Iridium in six crystal structures, calculated with Ansatz 0.2.0 using the PBE functional, plane waves (cutoff 420 eV), scalar-relativistic PAW and Fermi-Dirac smearing. Energies are extrapolated to zero smearing and counted from the lowest structure listed; volumes and bulk moduli come from equation-of-state fits.

| structure | space group of the relaxed cell | neighbours within 15 % of the shortest distance | smearing width | k mesh | starting moments | energy above lowest (meV/atom) | neighbour distance (Å) | volume per atom (Å³) | bulk modulus (GPa) | largest site moment (μB) |
| --- | --- | --- | --- | --- | --- | --- | --- | --- | --- | --- |
| dhcp | P6_3/mmc | 12 | 0.05 eV | 17×17×5 | Ir +1 Ir +1 Ir +1 Ir +1 μB | 0 | 2.738 | 14.52 | 346 | 0.00 |
| hcp | P6_3/mmc | 12 | 0.1 eV | 15×15×8 | none | 39 | 2.736 | 14.56 | 344 | 0.00 |
| omega (AlB2-type) | P6/mmm | 14 | 0.05 eV | 11×11×15 | Ir +1 Ir +1 Ir +1 μB | 300 | 2.702 | 14.95 | 323 | 0.00 |
| bcc | Im-3m | 8 | 0.05 eV | 23×23×23 | Ir +0.5 μB | 594 | 2.695 | 15.09 | 301 | 0.50 |
| simple cubic | Pm-3m | 6 | 0.05 eV | 20×20×20 | Ir +1 μB | 965 | 2.572 | 16.98 | 247 | 0.00 |
| diamond | Fd-3m | 4 | 0.05 eV | 16×16×16 | Ir +1 Ir +1 μB | 976 | 2.411 | 21.57 | 185 | 0.00 |

Two pairs of structures lie close together in this table. At the bottom of the energy scale, dhcp beats hcp by about 40 meV per atom. At the top, simple cubic beats diamond by about 10 meV, with both almost 1 eV above dhcp. The larger of the two small gaps looks safe in sign, while the smaller can be turned by a pull of less than half a gigapascal. What separates them is less the size of the gap than the difference in volume behind it.

Iridium's real ground state is fcc, so the zero of energy here marks only the lowest structure listed. Simple cubic and diamond are held in their symmetry and may collapse if released. Their order matters when a calculation serves to train or test an interatomic potential; it doesn't predict a phase that a furnace or a press would deliver.

## Four short bonds against six longer ones

Diamond has four neighbours per atom and simple cubic has six, yet their energies nearly agree. The neighbour distances show how this can happen: the bonds in diamond are about 6 % shorter. Fewer bonds, each of them stronger, can hold an atom about as well as more and weaker ones.

A simple model of d bonding makes this quantitative. Let $Z$ be the number of neighbours and $r$ their distance. An electron's hopping between two d shells falls off roughly as $r^{-5}$. The squares of the hoppings to all neighbours add up, and the band width is the root of that sum, so the bonding energy goes as $\sqrt{Z}\,r^{-5}$. The repulsion between atoms is a sum over bonds, and it is assumed here to fall as the square of the hopping:

$$E(r) = A\,Z\,r^{-10} - B\,\sqrt{Z}\,r^{-5},$$

with two positive constants $A$ and $B$. Writing $x=\sqrt{Z}\,r^{-5}$ turns this into $E = A x^2 - B x$. The minimum lies at $x = B/2A$, with the energy $-B^2/4A$, whatever the number of neighbours. The bond length adjusts until $x$ has the same value again, which requires $r \propto Z^{0.1}$.

The bond lengths offer a test. Starting from dhcp with 12 neighbours at 2.738 Å, the model puts the bond in diamond at $2.738 \times (4/12)^{0.1} \approx 2.45$ Å. The calculation gives 2.41 Å, and this value was not used to set the model. Simple cubic comes out within 1 %. A bond of fixed length would be too long by about 14 % in diamond.

The same model shows how the two structures balance. Going from simple cubic to diamond, the loss of neighbours multiplies the bonding by 0.82, but the shorter distance multiplies it by 1.38. The net gain in bonding is paid for by a stronger repulsion. The model thus allows a near tie between the two, but it can't say why the gap is as small as 11 meV.

## Where the bond count stops helping

The model would make every structure equally stable, and the table refutes that by nearly 1 eV for the two open structures. In theory, a repulsion steeper than the assumed one favours many long bonds over a few short ones. The shape of the d band matters as well, because structures with equally wide bands can hold their electrons at different energies. The sign of an 11 meV difference is beyond a model that leaves out effects a hundred times larger.

The middle of the table carries the same warning. In bcc, the one magnetic structure here, six more atoms sit just beyond the distance at which neighbours are counted. Its bond length fits the model no better than it fits a fixed length. Its high energy is mainly a matter of band filling: with as many d electrons as iridium has, bcc is known to be unfavourable. Omega is no test of the model, because its entries for neighbours and distance describe only one of its three atoms; the other two have closer neighbours, at about 2.53 Å. Neighbour counts are a good guide to the bond lengths of the two open structures, but a poor one to the size of the energy steps: losing two neighbours costs 371 meV from bcc to simple cubic and only 11 meV from simple cubic to diamond.

## What turns simple cubic and diamond around

Under a pressure $P$, the lower enthalpy decides, which is the energy plus $P$ times the volume. Diamond takes up $21.57 - 16.98 = 4.59$ Å³ more per atom than simple cubic. One gigapascal acting on one cubic ångström is worth about 6.2 meV, so each gigapascal shifts the gap by $4.59 \times 6.2 \approx 28$ meV. The 11 meV in favour of simple cubic is gone at a tension of about $11/28 \approx 0.4$ GPa. Compression works the other way and soon makes simple cubic the clear winner.

This sensitivity also shows how far to trust the functional. Changing the volume of simple cubic by 1 % takes about 2.5 GPa. If a functional's error in volume is treated as a false pressure of that size, the gap moves by some 70 meV, several times its own value. This is an order of magnitude, not an error bar. PBE tends to make heavy transition metals slightly too large, so a correction would probably act like compression and strengthen the lead of simple cubic.

Smearing is a minor concern for this pair. The gap stays between 10 and 13 meV whether one compares free energies, internal energies or values extrapolated to zero smearing. Spin-orbit coupling is strong in iridium and is left out of these energies; whether it would shift the two structures differently by 10 meV is an open guess. Simple cubic is the lower one in this calculation, but the two are best treated as tied.

## Why stacking decides between dhcp and hcp

In dhcp and hcp, each atom has 12 neighbours at practically the same distance. The bond model sees only the number and distance of neighbours, so it can't tell the two structures apart. What differs is the arrangement of the atoms, set by the order in which close-packed layers are stacked. In hcp, the layers above and below any given layer sit in the same position. In fcc they sit in different positions, and dhcp alternates between the two patterns.

Half of the layers in dhcp thus have the surroundings that iridium prefers in its ground state. The preference comes from the d band. Electrons that hop around longer closed paths sense the stacking, and they alter the shape of the band without much changing its width. Which stacking gains depends on how far the band is filled. This is the standard explanation, and dhcp lying below hcp agrees with it.

It also tells what would reverse the order: a different number of d electrons. Osmium, one column to the left of iridium, crystallises as hcp. For a neighbouring metal, the first guess is that dhcp lies on the side of hcp on which fcc lies.

## How safe the 39 meV are

Pressure has almost no grip on this pair. The volumes differ by only 0.04 Å³ per atom, which amounts to a fraction of a meV per gigapascal. The tension needed to bring hcp level would tear the metal apart first. For the same reason, an error of the functional in the volume largely cancels between the two.

The smearing needs more care, because hcp was run with twice the width used for dhcp. The electronic entropy term grows about as the square of the width, and it comes to 40 meV per atom in hcp against 8 meV in dhcp. The gap is therefore 23 meV in free energy and 55 meV in internal energy, with the extrapolated 39 meV between them. If dhcp is scaled to the wider smearing, the free-energy gap becomes about 35 meV, so most of the apparent disagreement comes from the unequal widths.

The sign is the same by each measure, though the last few meV deserve no trust. No test of the k mesh or the cutoff is shown for either pair of structures, and spin-orbit coupling is missing here too. The hcp run also had no freedom to become magnetic, which could only have lowered its energy. But dhcp, with nearly the same bonds and volume, was started with moments and lost them, so a magnetic hcp able to close the gap is unlikely.

## In practice

Before trusting a small energy difference between two structures, multiply their volume difference in Å³ by 6 meV for each gigapascal of pressure, or of pressure-like error, that you have to allow for. Compression favours the denser structure, tension the other one. If the product exceeds the gap and the pressure may have the sign that closes it, report a tie and state the pressure at which the order turns. If the product stays far below the gap, look next at settings that differ between the runs, and compare energies extrapolated to zero smearing, not raw free energies. The printed analysis below lists the gaps, the smearing measures and the test of the bond lengths, row by row.

Printed output of the fit:

```
Each structure against the one before it (linear estimate of the crossing):
                row  energy step in meV/atom  volume step in A3/atom  pressure of equal enthalpy in GPa
                hcp                       39                    0.04                             -156.2
  omega (AlB2-type)                      261                    0.39                             -107.2
                bcc                      294                    0.14                             -336.5
       simple cubic                      371                    1.89                             -31.45
            diamond                       11                    4.59                             -0.384
Energy above dhcp by three measures in meV/atom:
                row  free energy  extrapolated to zero smearing  internal energy  entropy term
               dhcp            0                              0                0         7.961
                hcp           23                             39            54.77         39.73
  omega (AlB2-type)        296.9                            300            302.7         13.74
                bcc        591.6                            594            597.3         13.56
       simple cubic        963.2                            965            966.4         11.09
            diamond          976                            976            976.4         8.414
hcp less dhcp, free energy if both had 0.1 eV smearing, meV/atom: 34.94
diamond less simple cubic, free energy, meV/atom: 12.7
diamond less simple cubic, internal energy, meV/atom: 10.03
Bond length from the neighbour count (omega not a test):
                row  computed in A  model in A  model miss in %  miss of a fixed bond length in %
               dhcp          2.738       2.738                0                                 0
                hcp          2.736       2.738           0.0731                            0.0731
  omega (AlB2-type)          2.702       2.781            2.906                             1.332
                bcc          2.695       2.629           -2.441                             1.596
       simple cubic          2.572       2.555          -0.6748                             6.454
            diamond          2.411       2.453            1.748                             13.56
diamond over simple cubic, factor from fewer neighbours: 0.8165
diamond over simple cubic, factor from stronger hopping: 1.382
diamond over simple cubic, d bonding in the model: 1.128
diamond over simple cubic, repulsion in the model: 1.272
change of the diamond to simple cubic gap per GPa, meV/atom: 28.65
change of the hcp to dhcp gap per GPa, meV/atom: 0.2497
pressure that changes the simple cubic volume by 1 %, GPa: 2.47
change of the diamond to simple cubic gap at that pressure, meV/atom: 70.76
```
